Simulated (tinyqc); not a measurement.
Worked calculation: Pariser-Parr-Pople SCF with singles CI, for the molecule Oc1ccccc1 (SMILES; centres numbered as the heavy atoms are written). Computed by tinyqc, a small Python program that keeps every step. Settings: charge = 0, gamma = MN, start = core, damping = 0, iteration cap = 67, excitations kept = 4. Command: `OMP_NUM_THREADS=1 python tinyqc.py 28070 28071 out.jsonl` (the two numbers bound the seeds that draw the settings). One thread of a shared host (Intel(R) Xeon(R) Processor @ 2.60GHz), about 0.01 s of CPU time with the checks. Later iterations appear only in the table of the cycle.

## PPP integrals

Centres (angstrom, eV; a flat drawing with bonds scaled to 1.40 angstrom):
```
centre          x          y  core charge z          W   gamma_rr
1O       2.400000   0.000000              2  30.810000  21.090000
2C       1.000000   0.000000              1  11.710000  12.740000
3C       0.300000   1.212000              1  11.710000  12.740000
4C      -1.100000   1.212000              1  11.710000  12.740000
5C      -1.800000   0.000000              1  11.710000  12.740000
6C      -1.100000  -1.212000              1  11.710000  12.740000
7C       0.300000  -1.212000              1  11.710000  12.740000
```

Resonance integrals (eV):
```
i  j       beta
1  2  -2.140000
2  3  -2.390000
3  4  -2.390000
4  5  -2.390000
5  6  -2.390000
6  7  -2.390000
7  2  -2.390000
```

Mataga-Nishimoto: gamma = 14.399645/(R + a), a = 2 x 14.399645/(gamma_rr + gamma_ss); H_rr = -W_r - sum_(s != r) z_s gamma_rs; H_rs = beta for bonds.

repulsion gamma_rs (eV), lower triangle:
```
           1O         2C         3C         4C         5C         6C         7C
1O  21.090000
2C   6.396163  12.740000
3C   4.395566   5.691800  12.740000
4C   3.161142   4.050620   5.690951  12.740000
5C   2.850684   3.663780   4.050620   5.691800  12.740000
6C   3.161142   4.050620   3.664483   4.051365   5.691800  12.740000
7C   4.395566   5.691800   4.051365   3.664483   4.050620   5.690951  12.740000
```

core matrix H (eV), lower triangle:
```
            1O          2C          3C          4C          5C          6C          7C
1O  -55.170263
2C   -2.140000  -47.650944
3C    0.000000   -2.390000  -43.650350
4C    0.000000    0.000000   -2.390000  -41.181502
5C    0.000000    0.000000    0.000000   -2.390000  -40.559987
6C    0.000000    0.000000    0.000000    0.000000   -2.390000  -41.181502
7C    0.000000   -2.390000    0.000000    0.000000    0.000000   -2.390000  -43.650350
```

## Starting guess

pi electrons, sum of z_r less the charge = 8

Orbitals of the core matrix H.

P at the start, lower triangle:
```
           1O         2C         3C         4C        5C        6C        7C
1O   1.991535
2C   0.055214   1.638818
3C  -0.071055   0.468765   1.105899
4C   0.022029  -0.164881   0.737803   0.777572
5C   0.052355  -0.308235   0.268936   0.547610  0.602703
6C   0.022029  -0.164881  -0.150685   0.236472  0.547610  0.777572
7C  -0.071055   0.468765  -0.353001  -0.150685  0.268936  0.737803  1.105899
```

## Iteration 1: Fock matrix

F_rr = H_rr + P_rr gamma_rr / 2 + sum_(s != r) P_ss gamma_rs; F_rs = H_rs - P_rs gamma_rs / 2; E = tr P (H + F) / 2 + core repulsion sum_(r<s) z_r z_s gamma_rs.

F (eV), lower triangle:
```
           1O         2C         3C         4C         5C         6C         7C
1O  -7.331118
2C  -2.316579  -3.376902
3C   0.156164  -3.724059  -4.327772
4C  -0.034818   0.333935  -4.489401  -6.367748
5C  -0.074624   0.564653  -0.544678  -3.948442  -7.228534
6C  -0.034818   0.333935   0.276091  -0.479017  -3.948442  -6.367748
7C   0.156164  -3.724059   0.715067   0.276091  -0.544678  -4.489401  -4.327772
```

pi energy = -114.440177 eV

## Iteration 1: orbitals and new P

Diagonalise F (the basis is taken as orthonormal) and form P = 2 sum c c over the lowest orbitals.

orbital energies (eV): -14.024151  -10.250009  -9.470070  -6.639010  -1.564718  -0.681561  3.301925

P after iteration 1, lower triangle:
```
           1O         2C         3C         4C         5C        6C        7C
1O   1.900139
2C   0.314113   0.940748
3C  -0.152777   0.608602   0.991830
4C  -0.068764   0.033702   0.721178   1.028603
5C   0.186931  -0.393394  -0.063936   0.627750   1.118247
6C  -0.068764   0.033702  -0.274907  -0.059801   0.627750  1.028603
7C  -0.152777   0.608602   0.080234  -0.274907  -0.063936  0.721178  0.991830
```

## Iteration 2: Fock matrix

As before.

F (eV), lower triangle:
```
            1O         2C         3C         4C         5C         6C         7C
1O  -10.705920
2C   -3.144558  -5.784216
3C    0.335771  -4.122019  -5.454772
4C    0.108687  -0.068258  -4.442094  -5.000996
5C   -0.266441   0.720655   0.129490  -4.176513  -4.829107
6C    0.108687  -0.068258   0.503696   0.121138  -4.176513  -5.000996
7C    0.335771  -4.122019  -0.162528   0.503696   0.129490  -4.442094  -5.454772
```

pi energy = -119.593581 eV

## Iteration 2: orbitals and new P

As before.

orbital energies (eV): -13.860345  -11.643902  -10.153710  -9.012581  -0.260668  -0.149643  2.850069

P after iteration 2, lower triangle:
```
           1O         2C         3C         4C         5C        6C        7C
1O   1.888675
2C   0.330767   0.994273
3C  -0.190901   0.621719   1.051778
4C  -0.035783   0.000630   0.689536   0.993375
5C   0.159383  -0.342768  -0.037265   0.653305   1.026747
6C  -0.035783   0.000630  -0.310316   0.010570   0.653305  0.993375
7C  -0.190901   0.621719   0.034583  -0.310316  -0.037265  0.689536  1.051778
```

## Convergence

Stop when output and input P, before any damping, agree to 1e-7.

Course of the cycle:
```
iteration         E (eV)  largest |P(out) - P(in)|
1          -114.44017662                  6.98e-01
2          -119.59358131                  9.15e-02
3          -119.80633864                  2.04e-02
4          -119.81794620                  6.83e-03
5          -119.81917749                  2.32e-03
6          -119.81931624                  7.90e-04
7          -119.81933218                  2.69e-04
8          -119.81933405                  9.22e-05
9          -119.81933427                  3.16e-05
10         -119.81933429                  1.09e-05
11         -119.81933430                  3.75e-06
12         -119.81933430                  1.29e-06
13         -119.81933430                  4.48e-07
14         -119.81933430                  1.55e-07
15         -119.81933430                  5.38e-08
```

Converged in 15 iterations.

## Converged orbitals

Charges are z - P_rr.

orbital energies (eV): -13.689431  -11.745622  -10.056774  -9.018670  -0.246729  -0.055355  2.874943

coefficients:
```
         MO1        MO2        MO3        MO4        MO5        MO6        MO7
1O  0.454536   0.637130   0.000000   0.572502   0.000000  -0.213137  -0.119485
2C  0.539903   0.232558   0.000000  -0.386389   0.000000   0.572980   0.420498
3C  0.371058  -0.105209   0.501761  -0.354844  -0.498233  -0.250159  -0.403426
4C  0.285183  -0.376454   0.498233   0.164935   0.501761  -0.298725   0.400640
5C  0.252733  -0.484158   0.000000   0.465520   0.000000   0.568009  -0.402957
6C  0.285183  -0.376454  -0.498233   0.164935  -0.501761  -0.298725   0.400640
7C  0.371058  -0.105209  -0.501761  -0.354844   0.498233  -0.250159  -0.403426
```

pi charges: 1O 0.119408, 2C 0.010250, 3C -0.052864, 4C 0.003027, 5C -0.029983, 6C 0.003027, 7C -0.052864

## Singles CI, singlets

Over the 4 single excitations with the smallest orbital gaps: A = (e_a - e_i) delta + 2 (ia|jb) - (ij|ab), with (pq|rs) = sum c_mp c_mq gamma_mn c_nr c_ns. f = 2/3 w |mu|^2 in atomic units, mu = sqrt2 sum c_ia sum_m c_mi c_ma R_m.

singlet CI matrix (eV), lower triangle:
```
           4>5       4>6       3>5       3>6
4>5   5.314048
4>6   0.000000  5.993862
3>5   0.000000  0.371488  6.991218
3>6  -1.046830  0.000000  0.000000  6.294931
```

singlet excitation energies (eV): 4.648468  5.870701  6.960511  7.114379

oscillator strengths: 0.024657  0.329288  0.983849  1.065495

## Singles CI, triplets

Over the 4 single excitations with the smallest orbital gaps: A = (e_a - e_i) delta - (ij|ab), with (pq|rs) = sum c_mp c_mq gamma_mn c_nr c_ns.

triplet CI matrix (eV), lower triangle:
```
          4>5       4>6       3>5       3>6
4>5  3.752518
4>6  0.000000  3.107994
3>5  0.000000  0.449992  3.273438
3>6  0.449992  0.000000  0.000000  4.674628
```

triplet excitation energies (eV): 2.733184  3.569318  3.648248  4.857828
